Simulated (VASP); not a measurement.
# CdTe in VASP: one cell, several levels of theory

One table from this session's results is given with a row withheld; the runs are named, their logs left out.

Code: VASP 6.6.1. PAW datasets, plane waves. Computed, not measured; no magnetism was allowed, and the structure may never have been made.

## The structure to begin with

The cell comes from an earlier relaxation with r2SCAN in another program.

The symmetry is Fm-3m (No. 225, cubic); a = 6.089 Å in the conventional setting, 28.22 Å³ an atom. Around Cd lie 6 Te at 3.04 Å; around Te lie 6 Cd at 3.04 Å.

Coordinates:

```cif
data_structure
_symmetry_space_group_name_H-M 'P 1'
_symmetry_Int_Tables_number 1
_cell_length_a 4.3054
_cell_length_b 4.3054
_cell_length_c 4.3054
_cell_angle_alpha 60.000
_cell_angle_beta 60.000
_cell_angle_gamma 60.000
_cell_volume 56.43
loop_
_atom_site_label
_atom_site_type_symbol
_atom_site_fract_x
_atom_site_fract_y
_atom_site_fract_z
_atom_site_occupancy
Cd1 Cd 0.00000 0.00000 0.00000 1
Te1 Te 0.50000 0.50000 0.50000 1
```

The first run:

INCAR reads:

```
ENCUT = 520.000000
SIGMA = 0.020000
EDIFF = 1.00e-07
GGA = PE
PREC = Accurate
IBRION = -1
ISIF = 2
ISMEAR = -1
NBANDS = 16
NELM = 120
NSW = 0
LASPH = .TRUE.
LCHARG = .FALSE.
LWAVE = .FALSE.
LREAL = .FALSE.
```

KPOINTS reads:

```
KPOINTS created by Atomic Simulation Environment
0
Gamma
8 8 8
0 0 0
```

KPOINTS_OPT reads:

```
special points
7
Reciprocal
0.0000000000 0.0000000000 0.0000000000 1
0.5000000000 0.0000000000 0.5000000000 1
0.5000000000 0.2500000000 0.7500000000 1
0.3750000000 0.3750000000 0.7500000000 1
0.5000000000 0.5000000000 0.5000000000 1
0.6250000000 0.2500000000 0.6250000000 1
0.1875000000 0.1875000000 0.3750000000 1
```

POSCAR reads:

```
Cd Te
 1.0000000000000000
     0.0000000000000000    3.0443556720503655    3.0443556720503655
     3.0443556720503655    0.0000000000000000    3.0443556720503655
     3.0443556720503655    3.0443556720503655   -0.0000000000000000
 Cd  Te
   1   1
Cartesian
 -0.0000000000000000 -0.0000000000000000  0.0000000000000000
  3.0443556720503655  3.0443556720503655  3.0443556720503655
```

The run uses the recommended PBE PAW datasets (18 valence electrons a neutral cell).

Run with:

```sh
mpirun -np 1 vasp_std
```

Steps of the session up to this table: Single point with PBE; r2SCAN; LDA at this geometry; PBEsol at this geometry; PBE+SOC.

One table of the session follows, with a row left open; its other results are not shown here.

| level | gap (eV) | pressure (GPa) | Ansatz: gap (eV) | Ansatz: pressure (GPa) |
| --- | --- | --- | --- | --- |
| PBE | ? | ? | ? | ? |
| r2SCAN | -1.03 | 0.01 | -1.01 | -0.17 |
| LDA | -1.50 | -3.82 | -1.51 | -4.10 |
| PBEsol | -1.41 | -2.12 | -1.40 | -2.32 |
| PBE+SOC | -1.49 | 1.08 | -1.49 | 0.89 |

Q: Estimate the row for PBE from the others.

The run gave: gap (eV): -1.34; pressure (GPa): 0.95; Ansatz: gap (eV): -1.33; Ansatz: pressure (GPa): 0.77. In the column «gap (eV)» it lies between PBEsol (-1.41) and r2SCAN (-1.03).

A negative gap is an overlap of bands.

Datasets and cutoffs are each program's own. VASP's cell holds 18 valence electrons and Ansatz's 36. LDA means the Perdew–Zunger form in VASP and the Perdew–Wang form in Ansatz.
